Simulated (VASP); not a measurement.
# MgO (Fm-3m) in VASP: elastic constants with LDA

Aim: the elastic constants of MgO with LDA.

Program: VASP 6.6.1. These are calculated values, not measurements. Logs are shortened: lines on timing, memory, paths and dates and some standing lists are left out, and cuts for length are marked.

## Step 1: Starting point

The structure is cubic, space group Fm-3m (No. 225). The conventional cell has a = 4.249 Å, b = 4.249 Å, c = 4.249 Å, α = 90.00°, β = 90.00°, γ = 90.00°. Mg (site symmetry m-3m) has 6 O at 2.12 Å as nearest neighbours. Around O (site symmetry m-3m) lie 6 Mg at 2.12 Å.

## Step 2: Elastic constants, LDA

The input, POSCAR:

```
MgO
1.0
    0.0000000000      2.1245000000      2.1245000000
    2.1245000000      0.0000000000      2.1245000000
    2.1245000000      2.1245000000      0.0000000000
Mg O
1 1
Direct
    0.0000000000      0.0000000000      0.0000000000
    0.5000000000      0.5000000000      0.5000000000
```

The input, INCAR.step1:

```
SYSTEM = MgO
PREC = Accurate ; ENCUT = 600
EDIFF = 1E-8 ; ISMEAR = 0
SIGMA = 0.02 ; LREAL = .FALSE.
LASPH = .TRUE. ; NELM = 80
ALGO = Normal ; ISIF = 3
LWAVE = .FALSE. ; LCHARG = .FALSE.
IBRION = 2 ; NSW = 40
EDIFFG = -0.002
```

The input, INCAR.step2:

```
SYSTEM = MgO
PREC = Accurate ; ENCUT = 600
EDIFF = 1E-8 ; ISMEAR = 0
SIGMA = 0.02 ; LREAL = .FALSE.
LASPH = .TRUE. ; NELM = 80
ALGO = Normal ; ISIF = 3
LWAVE = .FALSE. ; LCHARG = .FALSE.
IBRION = 6 ; NFREE = 2
POTIM = 0.015 ; NSW = 1
```

The input, KPOINTS:

```
Automatic mesh
0
G
  12 12 12
  0 0 0
```

Potentials or basis: VASP PAW LDA potentials, release 64 (Mg, O).

Command:

```
> cat potpaw_LDA.64/Mg/POTCAR potpaw_LDA.64/O/POTCAR > POTCAR
> cp INCAR.step1 INCAR
> mpirun -np 1 vasp_std > vasp.out
> cp CONTCAR POSCAR
> cp INCAR.step2 INCAR
> mpirun -np 1 vasp_std > vasp.out
```

OUTCAR:

```text
SYSTEM = MgO
   PREC = Accurate
   ENCUT = 600
   EDIFF = 1E-8
   ISMEAR = 0
   LREAL = .FALSE.
   LASPH = .TRUE.
   NELM = 80
   ISIF = 3
   IBRION = 6
   NFREE = 2
   POTIM = 0.015
   NSW = 1

 ion  position               nearest neighbor table
   1  0.000  0.000  0.000-   2 2.07   2 2.07   2 2.07   2 2.07   2 2.07   2 2.07
   2  0.500  0.500  0.500-   1 2.07   1 2.07   1 2.07   1 2.07   1 2.07   1 2.07

  LATTYP: Found a face centered cubic cell.
 ALAT       =     4.1431706822

  Lattice vectors:

 A1 = (   0.0000000000,   2.0715853411,   2.0715853411)
 A2 = (   2.0715853411,   0.0000000000,   2.0715853411)
 A3 = (   2.0715853411,   2.0715853411,   0.0000000000)

Analysis of symmetry for initial positions (statically):
=====================================================================
 Subroutine PRICEL returns:
 Original cell was already a primitive cell.

 Routine SETGRP: Setting up the symmetry group for a
 face centered cubic supercell.

 Subroutine GETGRP returns: Found 48 space group operations
 (whereof 48 operations were pure point group operations)
 out of a pool of 48 trial point group operations.

The static configuration has the point symmetry O_h .

Analysis of symmetry for dynamics (positions and initial velocities):
=====================================================================
 Subroutine PRICEL returns:
 Original cell was already a primitive cell.

 Routine SETGRP: Setting up the symmetry group for a
 face centered cubic supercell.

 Subroutine GETGRP returns: Found 48 space group operations
 (whereof 48 operations were pure point group operations)
 out of a pool of 48 trial point group operations.

The dynamic configuration has the point symmetry O_h .

 Subroutine INISYM returns: Found 48 space group operations
 (whereof 48 operations are pure point group operations),
 and found     1 'primitive' translations

[... 599 lines left out ...]
      1     -12.4224      2.00000
      2      -1.2328      2.00000
      3       1.5567      2.00000
      4       2.4047      2.00000
      5      12.4930      0.00000
      6      15.9176      0.00000
      7      17.6897      0.00000
      8      20.4567      0.00000

 [... further k-points ...]

------------------------ aborting loop because EDIFF is reached ----------------------------------------

  FORCE on cell =-STRESS in cart. coord.  units (eV):
  Direction    XX          YY          ZZ          XY          YZ          ZX
  --------------------------------------------------------------------------------------
  -------------------------------------------------------------------------------------
  Total        0.0191733      0.0084525      0.0084525     -0.0000000      0.0000000      0.0000000
  in kB        1.7277034      0.7616577      0.7616577     -0.0000000      0.0000000      0.0000000
  external PRESSURE =       1.0836729 kB  Pullay stress =       0.0000000 kB
[... 17 lines left out ...]
  FREE ENERGIE OF THE ION-ELECTRON SYSTEM (eV)
  ---------------------------------------------------
  free  energy   TOTEN  =       -13.4481454966 eV

  energy  without entropy=      -13.4481454966  energy(sigma->0) =      -13.44814550

 INTERNAL STRAIN TENSORS FROM STRAINED CELLS
 ============================================

 INTERNAL STRAIN TENSOR FOR ION    1 for displacements in x,y,z  (eV/Angst):
          X           Y           Z          XY          YZ          ZX
  --------------------------------------------------------------------------------
  x    -0.00000    -0.00000     0.00000     0.00000     0.00000     0.00000
  y     0.00000    -0.00000    -0.00000    -0.00000     0.00000     0.00000
  z    -0.00000     0.00000     0.00000    -0.00000     0.00000    -0.00000

 INTERNAL STRAIN TENSORS FROM DISPLACED ATOMS
 ============================================

 INTERNAL STRAIN TENSOR FOR ION    1 for displacements in x,y,z  (eV/Angst):
          X           Y           Z          XY          YZ          ZX
  --------------------------------------------------------------------------------
  x     0.00000     0.00000     0.00000     0.00000     0.00000     0.00000
  y     0.00000     0.00000     0.00000     0.00000     0.00000     0.00000
  z     0.00000     0.00000     0.00000     0.00000     0.00000     0.00000

 INTERNAL STRAIN TENSOR FOR ION    2 for displacements in x,y,z  (eV/Angst):
          X           Y           Z          XY          YZ          ZX
  --------------------------------------------------------------------------------
  x     0.00000     0.00000     0.00000     0.00000     0.00000     0.00000
  y     0.00000     0.00000     0.00000     0.00000     0.00000     0.00000
  z     0.00000     0.00000     0.00000     0.00000     0.00000     0.00000

 Eigenvectors and eigenvalues of the dynamical matrix
 ----------------------------------------------------

   1 f  =   12.767929 THz    80.223265 2PiTHz  425.892273 cm-1    52.803888 meV
             X         Y         Z           dx          dy          dz
      0.000000  0.000000  0.000000     0.000000    0.630211    0.000000
      2.071585  2.071585  2.071585     0.000000   -0.776424    0.000000
[... 21 lines left out ...]
   6 f/i=    0.002516 THz     0.015811 2PiTHz    0.083939 cm-1     0.010407 meV
             X         Y         Z           dx          dy          dz
      0.000000  0.000000  0.000000     0.000000    0.000000    0.776424
      2.071585  2.071585  2.071585     0.000000    0.000000    0.630211

--------------------------------------------------------------------------------------------------------

 ELASTIC MODULI CONTR FROM IONIC RELAXATION (kBar)
 Direction    XX          YY          ZZ          XY          YZ          ZX
 --------------------------------------------------------------------------------
 XX           0.0000      0.0000      0.0000      0.0000      0.0000      0.0000
 YY           0.0000      0.0000      0.0000      0.0000      0.0000      0.0000
 ZZ           0.0000      0.0000      0.0000      0.0000      0.0000      0.0000
 XY           0.0000      0.0000      0.0000      0.0000      0.0000      0.0000
 YZ           0.0000      0.0000      0.0000      0.0000      0.0000      0.0000
 ZX           0.0000      0.0000      0.0000      0.0000      0.0000      0.0000
 --------------------------------------------------------------------------------

 TOTAL ELASTIC MODULI (kBar)
 Direction    XX          YY          ZZ          XY          YZ          ZX
 --------------------------------------------------------------------------------
 XX        3446.7424    967.5072    967.5072     -0.0000      0.0000     -0.0000
 YY         967.5072   3446.7424    967.5072      0.0000      0.0000     -0.0000
 ZZ         967.5072    967.5072   3446.7424     -0.0000     -0.0000      0.0000
 XY          -0.0000      0.0000     -0.0000   1565.7518      0.0000      0.0000
 YZ           0.0000      0.0000     -0.0000      0.0000   1565.7518      0.0000
 ZX          -0.0000     -0.0000      0.0000      0.0000      0.0000   1565.7518
 --------------------------------------------------------------------------------
```

OSZICAR.step1:

```text
N       E                     dE             d eps       ncg     rms          rms(c)
DAV:   1     0.167347651675E+02    0.16735E+02   -0.52470E+03  1312   0.100E+03
[... 24 lines left out ...]
DAV:   1    -0.134900941210E+02   -0.44590E-01   -0.80949E-01  1152   0.921E+00    0.146E+00
DAV:   2    -0.134533143169E+02    0.36780E-01   -0.26640E-01  1152   0.387E+00    0.137E-01
DAV:   3    -0.134528683476E+02    0.44597E-03   -0.22760E-03  1240   0.579E-01    0.861E-02
DAV:   4    -0.134526584200E+02    0.20993E-03   -0.18797E-04  1216   0.144E-01    0.197E-02
DAV:   5    -0.134526547284E+02    0.36915E-05   -0.24437E-05  1208   0.391E-02    0.473E-03
DAV:   6    -0.134526548004E+02   -0.71945E-07   -0.41751E-07  1288   0.563E-03    0.439E-04
DAV:   7    -0.134526547957E+02    0.47197E-08   -0.21536E-08   776   0.108E-03
   3 F= -.13452655E+02 E0= -.13452655E+02  d E =-.538898E-01
```

It took 2.4 min on 1 thread of Intel Xeon 6975P-C (Granite Rapids), shared host; peak memory 0.28 GiB.

Results:

```
Relaxed volume                                          : 8.89 Å³/atom
Relaxed cell                                            : a = 2.930 Å, b = 2.930 Å, c = 2.930 Å, α = 60.00°, β = 60.00°, γ = 60.00°
Space group after relaxing (to 0.05 Å)                  : Fm-3m (No. 225)
Elastic constants C11, C12, C44                         : 345, 97, 157 GPa
Voigt bulk modulus                                      : 179 GPa
Highest phonon frequency at Γ, LO-TO splitting left out : 426 cm⁻¹
```

Step by step:
```csv
step,energy change (eV),largest force (eV/Å),pressure (GPa),volume (Å³)
1,0.0000,0.0000,-11.59,19.18
2,-0.0467,0.0000,5.04,17.32
3,-0.0539,0.0000,0.01,17.78
```

Final structure:
```
Mg O
1.0
     0.00000    2.07159    2.07159
     2.07159    0.00000    2.07159
     2.07159    2.07159    0.00000
Mg O
1 1
Direct
  0.00000 0.00000 0.00000
  0.50000 0.50000 0.50000
```

Phonon frequencies in cm⁻¹ (negative: imaginary):
```csv
q point,frequencies
"(0.000, 0.000, 0.000)",0 0 0 426 426 426
```

Elastic tensor in Voigt notation (GPa, in the Cartesian axes of the cell as first typed):
```
345  97  97   0   0   0
 97 345  97   0   0   0
 97  97 345   0   0   0
  0   0   0 157   0   0
  0   0   0   0 157   0
  0   0   0   0   0 157
```

Clamped-ion elastic tensor (GPa):
```
345  97  97   0   0   0
 97 345  97   0   0   0
 97  97 345   0   0   0
  0   0   0 157   0   0
  0   0   0   0 157   0
  0   0   0   0   0 157
```
